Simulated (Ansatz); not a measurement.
# A film clamped to a substrate in AlN

Level of theory: DFT PBE, scalar-relativistic, plane waves, PAW (Ansatz 0.2.0). The runs took a 420 eV cutoff, a Γ-centred 10×10×10 mesh and Gaussian smearing (0.05 eV). No spin polarisation. Energies are free energies at this smearing, counted from the undisturbed cell; pressure is positive in compression.

The undisturbed cell (relaxed at this level; this zinc-blende form isn't the usual structure):

```
Al N
1.0
     0.00000    2.20159    2.20159
     2.20159    0.00000    2.20159
     2.20159    2.20159    0.00000
Al N
1 1
Cartesian
  0.0000 0.0000 0.0000
  3.3024 3.3024 3.3024
```

The cell (2 atoms, V0 = 21.34 Å³) is strained by p along both x and y and by q along z, fractional coordinates fixed. τp = (1/V0) ∂E/∂p = (σxx + σyy)(1 + p)(1 + q) and τq = (1/V0) ∂E/∂q = σzz(1 + p)², with tension positive.

```
     p q  ΔE (meV/atom)  τp (GPa)  τq (GPa)
 0.000   0.000           0.00     -0.01      0.00
-0.015   0.000           6.67    -13.49     -4.65
 0.015   0.000           6.25     12.32      4.27
 0.000  -0.015           2.13     -4.64     -4.24
 0.000   0.015           2.13      4.27      4.19
```

Task: Get the second derivatives of the energy density.

Result: Central differences give A = ∂τp/∂p = 860 GPa (C11 + C22 + 2 C12), C = ∂τq/∂q = 281 GPa (C33) and the cross term B = ∂τq/∂p = 297 GPa (C13 + C23); ∂τp/∂q = 297 GPa must equal B, and any difference shows higher-order terms. The ions are clamped. In a cubic crystal C11 = C = 281, C12 = B/2 = 149 GPa and A should be 2(C11 + C12) = 860 GPa; the bulk modulus is (C11 + 2 C12)/3 = 193 GPa.

Task: A film of this crystal grows with z along the normal on a substrate that imposes p. How does its thickness respond, and what does the misfit cost?

Result: Count p and q from the stress-free cell. A free surface needs τq = 0, so q = −(B/C) p = -1.06 p. The energy density left is (A − B²/C) p²/2 = M p², with the biaxial modulus M = 273 GPa; a misfit of 1 % costs 1.82 meV/atom, against 2.86 meV/atom if the thickness were held.

A film stretched in its plane thins by slightly more than the in-plane strain, and this lowers the misfit energy from 2.86 to 1.82 meV/atom. The cause lies in the tetrahedral network: its partly ionic, strongly covalent Al–N bonds resist stretching more than the angles between them resist bending. When the thickness is free, the bonds tilt towards the plane and lengthen less, so some of the costly stretching is traded for cheaper angular distortion. The volume still grows under tension, since the contraction along the normal offsets only part of the area gained.

Holding the fractional coordinates fixed costs nothing here, because symmetry keeps both sublattices in place under these axial strains. The moduli therefore already equal their relaxed-ion values. In-plane compression raises the energy and stress more than equal tension does, as expected from steepening short-range repulsion, so the quadratic misfit cost averages over a small asymmetry. The biaxial modulus applies to a cube-face film; other orientations also need the shear constant C44, for which internal relaxation does matter.
